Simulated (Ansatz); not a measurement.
**Tl, one cell by several methods**

```xyz
2
Lattice="3.4560 0.0000 0.0000 -1.7280 2.9930 0.0000 0.0000 0.0000 5.5250" Properties=species:S:1:pos:R:3 pbc="T T T"
Tl    0.0000    1.9953    1.3813
Tl    1.7280    0.9977    4.1438
```

Atom numbers follow the list: Tl1, Tl2.

The structure is an experimental refinement, used without relaxation.

Spin–orbit coupling is left out, though it moves levels of the heavy atoms by tenths of an eV or more.

Levels of theory: DFT, PBE, PAW with Ansatz's default frozen-core files, scalar-relativistic (Ansatz 0.2.0); DFT, PBE, all-electron PAW with datasets made for the crystal, scalar-relativistic (Ansatz 0.2.0); DFT, PBE, all-electron LAPW, scalar-relativistic (Ansatz 0.2.0).

For PAW: a Γ-centred 11×11×6 k mesh, Fermi–Dirac smearing of 0.05 eV, cutoff 420 eV, no spin polarisation. The crystal-made all-electron datasets (AE datasets) take a cutoff of 260 eV at this cell. LAPW targets a basis error of 0.5 meV/atom. The Ansatz runs share mesh, smearing and spin set-up. Plane-wave (PAW) pressures include the program's estimate of the Pulay term.

Stress and pressure are positive in compression.

No spin–orbit coupling: at heavy atoms the gradients can be off by tens of per cent for that reason.

In a metal, gradients converge slowly with the k mesh: the values move by tens of per cent from one mesh to another, at times in sign, so only the comparison on one mesh counts.

Levels count from the Fermi level.

```json
{"quantity": "pressure (GPa)", "PAW": "3.20", "AE datasets": "3.21", "LAPW": "3.21"}
{"quantity": "stress xx (GPa)", "PAW": "3.14", "AE datasets": "3.15", "LAPW": "3.15"}
{"quantity": "stress zz (GPa)", "PAW": "3.32", "AE datasets": "3.34", "LAPW": "3.33"}
{"quantity": "highest filled level at Γ (eV)", "PAW": "-2.815", "AE datasets": "-2.815", "LAPW": "-2.815"}
{"quantity": "lowest empty level at Γ (eV)", "PAW": "8.011", "AE datasets": "8.011", "LAPW": "8.011"}
{"quantity": "highest filled level at H (eV)", "PAW": "-0.883", "AE datasets": "-0.883", "LAPW": "-0.883"}
{"quantity": "lowest empty level at H (eV)", "PAW": "0.236", "AE datasets": "0.236", "LAPW": "0.236"}
{"quantity": "highest filled level at M (eV)", "PAW": "-0.663", "AE datasets": "-0.663", "LAPW": "-0.663"}
{"quantity": "lowest empty level at M (eV)", "PAW": "0.540", "AE datasets": "0.540", "LAPW": "0.540"}
{"quantity": "field gradient Vzz at Tl1 (10²¹ V/m²)", "PAW": "-2.33", "AE datasets": "-2.36", "LAPW": "–"}
```

PAW's pressure differs from the LAPW value by about 0.01 GPa or less. Datasets made for the crystal and LAPW share parts of one code, so their agreement isn't an independent check.
